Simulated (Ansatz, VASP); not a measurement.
## Ta2C: VASP beside Ansatz

Aim: how closely do two programs agree when they are given the same cell, functional and k mesh? The cell is taken from a series of VASP runs on this material, whose earlier steps may have relaxed, scaled or displaced it; both programs get it as it stands.

Calculated with Ansatz 0.2.0; plane waves, with VASP 6.6.1 beside it; relaxation of cell and atoms at PBEsol.

## Step 1: Starting point

The structure is trigonal, space group P-3m1 (No. 164). Conventional cell: a = 3.097 Å, b = 3.097 Å, c = 4.924 Å, α = 90.00°, β = 90.00°, γ = 120.00°. Nearest to Ta lie 3 C at 2.18 Å. Nearest to C lie 6 Ta at 2.18 Å. Farther neighbours are not listed.

Coordinates:

```cif
data_structure
_symmetry_space_group_name_H-M 'P-3m1'
_symmetry_Int_Tables_number 164
_cell_length_a 3.0966
_cell_length_b 3.0966
_cell_length_c 4.9242
_cell_angle_alpha 90.000
_cell_angle_beta 90.000
_cell_angle_gamma 120.000
_cell_volume 40.89
loop_
_atom_site_label
_atom_site_type_symbol
_atom_site_symmetry_multiplicity
_atom_site_Wyckoff_symbol
_atom_site_fract_x
_atom_site_fract_y
_atom_site_fract_z
_atom_site_occupancy
Ta1 Ta 2 d 0.66667 0.33333 0.74687 1
C1 C 1 a 0.00000 0.00000 0.00000 1
```

## Step 2: Ansatz: relaxation of cell and atoms, PBEsol

Ansatz runs on its default PAW (the set named soft_2) files.

The relaxed volume is the usual yardstick between codes: its relative difference is about their pressure difference at one cell divided by the bulk modulus.

The input, input.yaml:

```yaml
crystal:
  lattice:
    - [3.0965524316, 0.0, 0.0]
    - [-1.5482762158, 2.6816930699, 0.0]
    - [0.0, 0.0, 4.9241620716]
  atoms:
    - { symbol: Ta, position: [0.6666666667, 0.3333333333, 0.74686862] }
    - { symbol: Ta, position: [0.3333333333, 0.6666666667, 0.25313138] }
    - { symbol: C, position: [0.0, 0.0, 0.0] }
hamiltonian:
  xc: pbesol
  pseudopotentials: { kind: paw }
kpoints:
  mp_grid: { grid: [18, 18, 10] }
scf:
  occupations: { method: methfessel_paxton, width: 0.15 }
relax:
  f_tol: 0.01
  max_steps: 60
  cell: { stress_tol: 0.05 }
output:
  forces: true
  stress: true
```

On the command line:

```
> ansatz run input.yaml --threads 4 --pin off --max-ram 9216MiB --backend cpu --events-out ev --progress --plain --runs-dir out
```

Numbers of over 12 decimals in the logs are rounded to 6 here.

Log:

```text
Engine: ansatz 0.2.0, aarch64-unknown-linux-gnu
Pseudopotentials: kind: paw
Pseudopotential: Ta, paw, valence charge 13, recommended cutoff 420 eV (normal), Ta.paw.azcp
Pseudopotential: C, paw, valence charge 4, recommended cutoff 420 eV (normal), C.paw.azcp
Functional definition: PBEsol
  exchange = pbesol_x
  correlation = pbesol_c
Crystal: 3 atoms, lattice volume = 40.890 Å³
Basis set: ecut = 420 eV, 785 PW (Γ), exchange–correlation on 48×48×72 points (8 copies of the dense FFT grid, shifted against one another)
Bands: 19, of which v1, the nominal top of the filled ones, is band 15 counted from 1 (14 counted from 0)
Symmetry: 12 space group operations
Space group: P-3m1 (ITA 164), of the structure as read, at distance tolerance 3.4e-5 Å
k-points: 330 of 3240
Non-local potential: Ta, projectors of the file, l = 0: 3, l = 1: 2, l = 2: 2, l = 3: 1
Non-local potential: C, projectors of the file, l = 0: 2, l = 1: 2, l = 2: 1
PAW form: soft (Blöchl's): semilocal exchange-correlation on the pseudo side does not see the compensation charge
PAW frozen core: Ta, regenerated for the run's functional, and the local potential with it (the file was generated under x = pbe(κ = 0.804, μ = 0.219515), c = pbe(β = 0.066725))
PAW frozen core: C, regenerated for the run's functional, and the local potential with it (the file was generated under x = pbe(κ = 0.804, μ = 0.219515), c = pbe(β = 0.066725))
PAW one-centre angular grid: Ta, 590 points (default); XC on 64 Gauss nodes
PAW one-centre angular grid: C, 110 points (default); XC on 64 Gauss nodes
Initial density: superposition of atomic densities (neutral atoms: chi_scale 0, normalization atom), corrected by the library's trained network
Initial wavefunctions: pseudopotential atomic-orbital guess
Functional: x = pbesol(κ = 0.804, μ = 0.123457), c = pbesol(β = 0.046)
SCF iter   1: F=—  HF=-19861.676940 eV  |F-HF|=—  |Δ(HF+E_count)|=         —  Δρ=5.54e-3  dr2=8.99e-3  ethr=1.77e-3  ⟨swp⟩=5.0  Hψ=28356  notcnv=0
preconditioner: auto → Kerker (q_TF=auto, 2.591 Å⁻¹)  [metal: Δε(μ)=0.006 eV  Ē_g=7.200 eV  σ=0.150 eV  W_gap=0.03  n_scr=10 (ndim 8)  ℏωp=21.7 eV  f_vac=0.000  D(μ)=0.68/eV (n_scr^D=2)]
SCF iter   2: F=—  HF=-19861.675151 eV  |F-HF|=—  |Δ(HF+E_count)|=   1.79e-3  S|Δr|=    0.00e0  Δρ=3.36e-3  dr2=3.52e-3  ethr=3.00e-5  ⟨swp⟩=1.1  Hψ=8968  notcnv=0
SCF iter   3: F=—  HF=-19861.674267 eV  |F-HF|=—  |Δ(HF+E_count)|=   8.84e-4  S|Δr|=    0.00e0  Δρ=3.87e-4  dr2=5.63e-5  ethr=1.17e-5  ⟨swp⟩=2.1  Hψ=7382  notcnv=0
SCF iter   4: F=—  HF=-19861.674248 eV  |F-HF|=—  |Δ(HF+E_count)|=   1.87e-5  S|Δr|=    0.00e0  Δρ=1.01e-4  dr2=4.96e-6  ethr=1.88e-7  ⟨swp⟩=2.1  Hψ=8888  notcnv=0
SCF iter   5: F=—  HF=-19861.674247 eV  |F-HF|=—  |Δ(HF+E_count)|=   1.15e-6  S|Δr|=    0.00e0  Δρ=2.84e-5  dr2=2.87e-7  ethr=1.65e-8  ⟨swp⟩=2.0  Hψ=8581  notcnv=0
SCF iter   6: F=-19861.674247 eV  HF=-19861.674247 eV  |F-HF|=1.28e-8  |Δ(HF+E_count)|=   6.09e-8  S|Δr|=    0.00e0  Δρ=8.11e-6  dr2=2.56e-8  ethr=3.33e-10  ⟨swp⟩=4.6  Hψ=20773  notcnv=0
SCF 1 converged in 6 iterations: F = -19861.674247 eV  dr2 = 2.56e-8
  greatest PAW one-centre occupation: 1.000 electrons in one spin orbital (limit 2), on the Ta atom at site 1 (counted from 0), in its partial waves of l = 0
relax step   1: F+E_penalty+E_count = -19861.67424667 eV  Δ(F+E_penalty+E_count) = +0.000e0 eV  max|allowed force component| = 4.584e-2 eV/Å  Δτ_max = 0.0000 Å  P = -0.519 GPa  Ω = 40.890 Å³  (6 SCF iters, dr2 threshold 1.00e-7 eV, accepted)
[...]
relax step   2: F+E_penalty+E_count = -19861.67445112 eV  Δ(F+E_penalty+E_count) = -2.044e-4 eV  max|allowed force component| = 7.277e-5 eV/Å  Δτ_max = 0.0006 Å  P = +0.448 GPa  Ω = 40.761 Å³  energy of the carried Pulay correction = +1.509e-4 eV  (4 SCF iters, dr2 threshold 3.00e-7 eV, accepted)
[...]
relax step   3: F+E_penalty+E_count = -19861.67444868 eV  Δ(F+E_penalty+E_count) = +2.438e-6 eV  max|allowed force component| = 1.609e-2 eV/Å  Δτ_max = 0.0011 Å  P = -0.020 GPa  Ω = 40.836 Å³  energy of the carried Pulay correction = +6.325e-5 eV  (4 SCF iters, dr2 threshold 3.00e-7 eV, accepted)
[...]
relax step   4: F+E_penalty+E_count = -19861.67446930 eV  Δ(F+E_penalty+E_count) = -2.063e-5 eV  max|allowed force component| = 9.784e-4 eV/Å  Δτ_max = 0.0006 Å  P = +0.002 GPa  Ω = 40.828 Å³  energy of the carried Pulay correction = +7.309e-5 eV  (4 SCF iters, dr2 threshold 1.62e-8 eV, accepted)
[...]
relax step   5: F+E_penalty+E_count = -19861.67440349 eV  Δ(F+E_penalty+E_count) = +6.582e-5 eV  max|allowed force component| = 9.546e-4 eV/Å  Δτ_max = 0.0000 Å  P = +0.000 GPa  Ω = 40.828 Å³  stress off target by 2.05e-3 GPa  SCF on the basis re-selected at this cell (its energy is not comparable with the rows above)  (5 SCF iters)
basis re-selected at this cell: Δ(F+E_penalty+E_count) = +6.582e-5 eV, ΔP = -0.002 GPa vs the last step (what re-selecting the basis moved, of the pressure what is left beyond the Pulay correction that the steps carried, after the strain that the cell walked since its last selection, with what the two solves' SCF thresholds leave and, on support functions, any second-order correction that the steps lacked; it is no m [...]
SCF converged after 5 iterations
Stability not checked: this state was not tested for a lower state beside it, because cold or Methfessel-Paxton smearing, or corrected tetrahedra, fill the levels in a way that the test cannot read (fill_not_monotonic; see scf.lower_state_search)
Free energy (F): -19861.674403 eV
Harris-Foulkes:  -19861.674403 eV  (|F-HF|=7.28e-12)
Internal energy: -19861.674602 eV  (E = F + TS)
E sigma→0 (E₀):  -19861.674453 eV
Entropy (-TS):   0.000199 eV (0.066 meV/atom)
Fermi energy:    18.592600 eV
Step filling:    the computed levels leave a gap of 0.0022 eV = 0.0 smearing widths at the electron count; against every level under it full and every level over it empty, smearing changes F+E_penalty+E_count by -0.262 meV and its σ→0 estimate by -0.311 meV
--- Per-component energies (eV) ---
  E_band       = -187.404502
  E_kinetic    = 822.503768
  E_local      = -1176.326735  (includes V_loc(G=0)·N_el)
  E_nonlocal   = 60.521272
  E_hartree    = 406.242915
  E_xc         = -483.407517
  E_vxc        = -469.161063  (∫ρ·V_xc dr)
  E_paw        = -16640.419491  (= ΣΔE_a)
  E_vpaw       = -237.427861  (= ΣTr[D̂ρ^β])
  E_aug_tail   = 0.000266  (compensation charges beyond the density's cutoff)
  E_ewald      = -2851.237474
  E_core_change = 0.448393  (= ΣΔE_core)
  E_smearing   = 0.000199  (= −TS)
  E_closure    = 0.000000  (closes the sum)
  Σ components = -19861.674403   (vs F -19861.674403, Δ=0.00e0)
--- Forces (eV/Å), atoms counted from 1 ---
  atom   1  Ta    -0.00000000    -0.00000000    -0.00095456
  atom   2  Ta     0.00000000     0.00000000     0.00095456
  atom   3  C      0.00000000     0.00000000     0.00000000
  max |Σ_I F_I| component: 1.85e-17 eV/Å
--- Stress (GPa, compression-positive) ---
       -0.000768       0.000000      -0.000000
       -0.000000      -0.000768       0.000000
       -0.000000       0.000000       0.002045
  P = ⅓ Tr σ = 0.0002 GPa (0.002 kbar)
--- Relaxed structure (4 steps of the walk, 4 accepted, 1 SCFs on fresh bases) ---
  F+E_penalty+E_count = -19861.67440349 eV   max|allowed force component| = 9.546e-4 eV/Å   (the final SCF, on the basis selected at the relaxed cell)
  cell:  # Å, volume = 40.8276 Å³
    - [3.094958, 0.0, -2.331345246942523e-19]
    - [-1.547479, 2.680312, 1.1656726234712695e-19]
    - [-3.707323578209869e-19, 0.0, 4.921689]
  atoms:
    - { symbol: Ta, position: [0.666667, 0.333333, 0.747088] }
    - { symbol: Ta, position: [0.333333, 0.666667, 0.252912] }
    - { symbol: C, position: [0, 0, 0] }
```

Elapsed: 14 s, on 4 threads of Arm Neoverse V1, shared host; peak memory 0.52 GiB.

## Step 3: VASP: relaxation of cell and atoms, PBEsol

The same cell, functional, mesh and smearing now go to VASP, with its own data sets and cutoff.

Lines of VASP's logs that name or quote its potential files are left out, and so is its time.

The input, INCAR:

```
SYSTEM = Ta2C
PREC = Accurate
ENCUT = 520
EDIFF = 1E-07
NELM = 100
ISMEAR = 1
SIGMA = 0.15
LREAL = .FALSE.
ALGO = Normal
GGA = PS
NBANDS = 19
LASPH = .TRUE.
LORBIT = 11
LWAVE = .FALSE.
LCHARG = .FALSE.
KPAR = 4
IBRION = 2
NSW = 50
ISIF = 3
EDIFFG = -0.005
```

The input, POSCAR:

```
Ta2C
1.0
    3.0965524316      0.0000000000      0.0000000000
   -1.5482762158      2.6816930699      0.0000000000
    0.0000000000      0.0000000000      4.9241620716
Ta C
2 1
Direct
    0.6666666667      0.3333333333      0.7468686200
    0.3333333333      0.6666666667      0.2531313800
    0.0000000000      0.0000000000      0.0000000000
```

The input, KPOINTS:

```
Automatic mesh
0
Gamma
18 18 10
0 0 0
```

The projector-augmented-wave data sets are Ta_pv and C (PBE family, release 64).

On the command line:

```
> mpirun -np 4 vasp_std
```

Log:

```text
[banner, memory and clock lines left out]
running    4 mpi-ranks, on    1 nodes
 distrk:  each k-point on    1 cores,    4 groups
 distr:  one band on    1 cores,    1 groups

 POSCAR found type information on POSCAR TaC
 POSCAR found :  2 types and       3 ions
|                                                                             |
|               ----> ADVICE to this user running VASP <----                  |
|                                                                             |
|     You enforced a specific xc type in the INCAR file but a different       |
|     [... a line on the potential file left out ...]
|     I HOPE YOU KNOW WHAT YOU ARE DOING!                                     |
|                                                                             |

 LDA part: xc-table for (Slater+PW92), standard interpolation
 POSCAR, INCAR and KPOINTS ok, starting setup
 FFT: planning ... GRIDC
 FFT: planning ... GRID_SOFT
 FFT: planning ... GRID
 WAVECAR not read
 entering main loop
       N       E                     dE             d eps       ncg     rms          rms(c)
DAV:   1     0.196068057927E+03    0.19607E+03   -0.14997E+04 12548   0.143E+03
DAV:   2    -0.326532945644E+02   -0.22872E+03   -0.22420E+03 14293   0.391E+02
DAV:   3    -0.405472239367E+02   -0.78939E+01   -0.78005E+01 16368   0.646E+01
DAV:   4    -0.406323698593E+02   -0.85146E-01   -0.84891E-01 15843   0.651E+00
DAV:   5    -0.406330762393E+02   -0.70638E-03   -0.70609E-03 15509   0.572E-01    0.285E+01
DAV:   6    -0.369666495469E+02    0.36664E+01   -0.19643E+01 15110   0.249E+01    0.123E+01
DAV:   7    -0.367512012567E+02    0.21545E+00   -0.13807E+00 14011   0.746E+00    0.572E+00
DAV:   8    -0.367079606034E+02    0.43241E-01   -0.17060E-01 14784   0.290E+00    0.527E-01
DAV:   9    -0.367038346412E+02    0.41260E-02   -0.23351E-02 15229   0.921E-01    0.177E-01
DAV:  10    -0.367035073413E+02    0.32730E-03   -0.36436E-03 16223   0.470E-01    0.583E-02
DAV:  11    -0.367034496442E+02    0.57697E-04   -0.46163E-04 14356   0.128E-01    0.285E-02
DAV:  12    -0.367034486068E+02    0.10374E-05   -0.29175E-05 14330   0.394E-02    0.616E-03
DAV:  13    -0.367034483325E+02    0.27427E-06   -0.35701E-06 14893   0.128E-02    0.426E-03
DAV:  14    -0.367034481432E+02    0.18931E-06   -0.94225E-07 15408   0.640E-03    0.545E-04
DAV:  15    -0.367034481429E+02    0.35243E-09   -0.27282E-08  7565   0.128E-03
   1 F= -.36703448E+02 E0= -.36703521E+02  d E =-.367034E+02
 curvature:   0.00 expect dE= 0.000E+00 dE for cont linesearch  0.000E+00
 trial: gam= 0.00000 g(F)=  0.389E-08 g(S)=  0.441E-05 ort = 0.000E+00 (trialstep = 0.100E+01)
 search vector abs. value=  0.442E-05
 reached required accuracy - stopping structural energy minimisation
```

From OUTCAR (step 3):

```text
ion  position               nearest neighbor table
   1  0.667  0.333  0.747-   3 2.18   3 2.18   3 2.18   2 3.02   2 3.02   2 3.02   2 3.07   2 3.07
                             2 3.07
   2  0.333  0.667  0.253-   3 2.18   3 2.18   3 2.18   1 3.02   1 3.02   1 3.02   1 3.07   1 3.07
                             1 3.07
   3  0.000  0.000  0.000-   1 2.18   2 2.18   2 2.18   1 2.18   1 2.18   2 2.18

  LATTYP: Found a hexagonal cell.
 ALAT       =     3.0965524316
 C/A-ratio  =     1.5902078781

 Subroutine GETGRP returns: Found 12 space group operations
 (whereof 12 operations were pure point group operations)

The static configuration has the point symmetry D_3d.

 Found    330 irreducible k-points:

   k-points           NKPTS =    330   k-points in BZ     NKDIM =    330   number of bands    NBANDS=     19

   dimension x,y,z NGX =    24 NGY =   24 NGZ =   40
   dimension x,y,z NGXF=    48 NGYF=   48 NGZF=   80

   ENCUT  =  520.0 eV  38.22 Ry    6.18 a.u.   5.76  5.76  9.16*2*pi/ulx,y,z

   NELECT =      26.0000    total number of electrons

 k-points in reciprocal lattice and weights: Automatic mesh
   0.00000000  0.00000000  0.00000000       0.000
   0.05555556 -0.00000000  0.00000000       0.002
   0.11111111 -0.00000000  0.00000000       0.002
   0.16666667  0.00000000  0.00000000       0.002
   0.22222222 -0.00000000  0.00000000       0.002
   0.27777778 -0.00000000  0.00000000       0.002
   0.33333333 -0.00000000  0.00000000       0.002
   0.38888889 -0.00000000  0.00000000       0.002
   0.44444444 -0.00000000  0.00000000       0.002
[...]
0.33333333  0.27777778  0.50000000       0.004
   0.33333333  0.33333333  0.50000000       0.001

 average (electrostatic) potential at core
       1 -35.8073       2 -35.8073       3 -48.3425

 E-fermi :   6.4897

 k-point     1 :       0.0000    0.0000    0.0000
  band No.  band energies     occupation
    ...
      8      -0.3978      2.00000
      9       2.8879      2.00000
     10       2.8879      2.00000
     11       3.4900      2.00000
     12       6.4710      1.20930
     13       6.9917     -0.00002
     14       6.9917     -0.00002
     15       7.6133     -0.00000
     16       7.6133     -0.00000
     17       8.8603     -0.00000
    ...

 k-point     2 :       0.0556   -0.0000    0.0000
  band No.  band energies     occupation
    ...
      7      -6.4652      2.00000
      8      -0.3081      2.00000
      9       2.5193      2.00000
     10       2.8999      2.00000
     11       3.7304      2.00000
     12       6.5556      0.32969
     13       6.6855     -0.06913
     14       7.0800     -0.00000
     15       7.4120     -0.00000
     16       7.4802     -0.00000
    ...

 k-point     3 :       0.1111   -0.0000    0.0000
  band No.  band energies     occupation
    ...
      8      -0.0506      2.00000
      9       1.9215      2.00000
     10       2.9231      2.00000
     11       3.9722      2.00000
     12       6.0405      2.00019
     13       6.6389     -0.04918
     14       7.2010     -0.00000
     15       7.2807     -0.00000
     16       7.3418     -0.00000
     17       9.3061     -0.00000
    ...

  Total        0.0052787      0.0052787     -0.0147917      0.0000000      0.0000000      0.0000000
  in kB        0.2068324      0.2068324     -0.5795731      0.0000000      0.0000000      0.0000000
  external PRESSURE =      -0.0553028 kB  Pullay stress =       0.0000000 kB

  energy-cutoff  :      520.00
  volume of cell :       40.89
      direct lattice vectors                 reciprocal lattice vectors
     3.096552432  0.000000000  0.000000000     0.322939793  0.186449376  0.000000000
    -1.548276216  2.681693070  0.000000000     0.000000000  0.372898752  0.000000000
     0.000000000  0.000000000  4.924162072     0.000000000  0.000000000  0.203080237

 POSITION                                       TOTAL-FORCE (eV/Angst)
 -----------------------------------------------------------------------------------
      1.54828      0.89390      3.67770        -0.000000     -0.000000     -0.000201
     -0.00000      1.78780      1.24646         0.000000      0.000000      0.000201
      0.00000      0.00000      0.00000        -0.000000      0.000000      0.000000
 -----------------------------------------------------------------------------------
    total drift:                                0.000000     -0.000000      0.000000

  FREE ENERGIE OF THE ION-ELECTRON SYSTEM (eV)
  ---------------------------------------------------
  free  energy   TOTEN  =       -36.7034481429 eV

  energy  without entropy=      -36.7036672055  energy(sigma->0) =      -36.70352116

 reached required accuracy - stopping structural energy minimisation

 total charge
# of ion       s       p       d       tot
------------------------------------------
    1        0.333   6.256   2.345   8.934
    2        0.333   6.256   2.345   8.934
    3        0.876   1.584   0.000   2.460
--------------------------------------------------
tot          1.543  14.095   4.690  20.328

[... 3 further parts left out ...]
```

## Step 4: Comparison

Known differences besides the potentials themselves: both relaxations stop at a tolerance, which leaves soft axes loose, and VASP keeps its plane-wave basis; the data sets hold 30 valence electrons in Ansatz (default PAW (the set named soft_2) files) and 26 in VASP; the cutoff is 420 eV in Ansatz and 520 eV in VASP; Ansatz makes its cores anew for this functional, VASP keeps those of its PBE data sets; Ansatz adds a Pulay correction to the stress that steers its cell, VASP none. Total energies have different zeros and are not compared.

Compared:

```
                                         quantity  Ansatz   VASP  difference
                                      volume (Å³)   40.83  40.89     -0.15 %
edge a after relaxation, in the typed setting (Å)   3.095  3.097     -0.05 %
edge c after relaxation, in the typed setting (Å)   4.922  4.924     -0.05 %
```

The walks stopped with 0.00 GPa left in Ansatz and -0.01 GPa in VASP; each walk ends within a tolerance, so the volume difference is uncertain by about these residues over the bulk modulus, most in soft cells.

## Step 5: Outcome

| Item | Value |
| --- | --- |
| difference in volume (relaxation of cell and atoms, PBEsol) | -0.15 % |

**Reading.** The difference in volume is -0.15 % (relaxation of cell and atoms, PBEsol), within the 1.2 % picked in this series as the mark of a large difference, as far as the stopping tolerances let one tell. How closely two codes agree says nothing of how well the functional describes the real material.

[Lines on the potential files, build, host, timing and source positions are cut from VASP's logs without a mark.]

[Logs are printed without paths, hosts, clocks, repeated set-up lines and the standing remarks that a program may print on its own settings, such as how far it seeks lower states.]

[Hosts, paths, dates, database ids (printed as entryN), source tags and the programs' standing remarks are cut or masked in the printed files.]
